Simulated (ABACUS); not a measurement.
Crystal: PtSe2 (Sudovikovite).

```
Pt Se
1.0
     3.72400    0.00000    0.00000
    -1.86200    3.22508    0.00000
     0.00000    0.00000    5.06200
Pt Se
1 2
Direct
  0.00000 0.00000 0.00000
  0.66667 0.33333 0.75000
  0.33333 0.66667 0.25000
```

| Quantity | Value |
| --- | --- |
| Program | ABACUS 3.10.1 |
| Task | single point |
| Functional | PBE |
| Potentials or basis | PseudoDojo NC SR 0.4.1 PBE standard |
| Cutoff | 1184 eV |
| Density cutoff | 4735 eV |
| Basis | plane waves |
| k mesh | 8 × 8 × 5 |
| Occupations | fermi-dirac, width 0.05 eV |
| Spin | no spin polarisation |

On this cell: pressure 7.2 GPa; largest force 0.597 eV/Å; band gap on the k mesh none (metal or under the smearing width).

The same run follows on a disturbed copy (atoms moved at random, drawn with an rms of 0.05 Å):

```
Pt Se
1.0
     3.72400    0.00000    0.00000
    -1.86200    3.22508    0.00000
     0.00000    0.00000    5.06200
Pt Se
1 2
Direct
  0.01133 0.02263 0.00660
  0.65034 0.33135 0.74000
  0.33238 0.65513 0.24631
```

What does the disturbed cell give?

The energy (extrapolated to zero smearing) moves by +38.8 meV/atom; pressure 7.1 GPa; largest force 2.027 eV/Å; band gap on the k mesh none (metal or under the smearing width).

Forces on the atoms (eV/Å):
```
Pt  -0.311 -1.638 -1.153
Se   0.466  0.514  0.038
Se  -0.155  1.124  1.115
```

Stress tensor (GPa, compression positive):
```
 6.77  0.99 -1.89
 0.99  9.19  1.74
-1.89  1.74  5.43
```
